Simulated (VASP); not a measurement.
## B: single point with BLYP

B:

```
B
1.0
     1.71703    0.00000    0.00000
    -0.85852    1.48699    0.00000
     0.00000    0.00000   21.31205
B
4
Direct
  0.00000 0.00000 0.00000
  0.00000 0.00000 0.50000
  0.33333 0.66667 0.25000
  0.66667 0.33333 0.75000
```

This isn't the form of B at room conditions, which is rhombohedral.

* Program: VASP 6.6.1
* Task: single point
* Functional: BLYP
* Potentials or basis: VASP PAW PBE potentials, release 64 (B)
* Cutoff: 520 eV
* k mesh: 27 × 27 × 2
* Occupations: fermi-dirac, width 0.1 eV
* Spin: no spin polarisation

```
Pressure               : -0.6 GPa
Band gap on the k mesh : none (metal or under the smearing width)
```

Stress tensor (GPa, compression positive):
```
-1.03  0.00  0.00
 0.00 -1.03  0.00
 0.00  0.00  0.13
```

Levels at points of the mesh, in eV from the Fermi level:
```tsv
k point	band 5	band 6	band 7	band 8	band 9	band 10	band 11	band 12
(0.00, 0.00, 0.00)	-7.71	-7.63	-7.63	-7.55	1.49	2.27	2.27	3.86
(0.00, 0.00, 0.50)	-7.69	-7.69	-7.58	-7.58	1.69	1.69	3.14	3.14
```

Wall time 110 s on 1 thread of Intel(R) Xeon(R) Platinum 8488C (Sapphire Rapids) (shared host), peak memory 0.22 GiB.

Caveat: the PAW data sets were made with another functional, which shifts forces and pressure a little; this functional lacks dispersion, which binds the layers, so the pressure and a relaxed spacing across them are unreliable.
